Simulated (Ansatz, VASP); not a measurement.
HfO2 in VASP and in Ansatz

```
CELL_PARAMETERS angstrom
0.00000 2.52350 2.52350
2.52350 0.00000 2.52350
2.52350 2.52350 0.00000
ATOMIC_POSITIONS crystal
Hf 0.00000 0.00000 0.00000
O 0.25000 0.25000 0.25000
O 0.75000 0.75000 0.75000
```

Measurements of this composition are mostly on another form, of space group No. 14.

Alike in both runs: task relaxation of cell and atoms; functional PBEsol; k mesh 8 × 8 × 8; occupations gaussian, width 0.02 eV; no spin polarisation.

|  | VASP | Ansatz |
| --- | --- | --- |
| version | VASP 6.6.1 | Ansatz 0.2.0 |
| potentials or method | VASP PAW PBE potentials, release 64 (Hf_pv, O) | scalar-relativistic, plane waves, PAW |
| plane-wave cutoff (eV) | 600 | 420 |
| valence electrons in the cell | 22 | 38 |

```csv
,VASP,Ansatz,Ansatz less VASP
"gap on the k mesh at the Fermi level, each at its own relaxed structure (eV)",3.75,3.69,-0.062
relaxed volume (Å³/atom),10.54,10.69,+0.158
relaxed cell length with the largest relative difference (Å),3.549,3.567,+0.0177
energy change over the relaxation (meV/atom),-3,0,+2.5
```

The two sets of potentials don't hold the same shells in valence.

Caveats: the PAW data sets were made with another functional, which shifts forces and pressure a little (VASP); spin-orbit coupling is left out, which moves the levels of the heavy elements. A k mesh can miss the band edges. A hybrid or GW would open this gap; PBEsol tends to underestimate it.
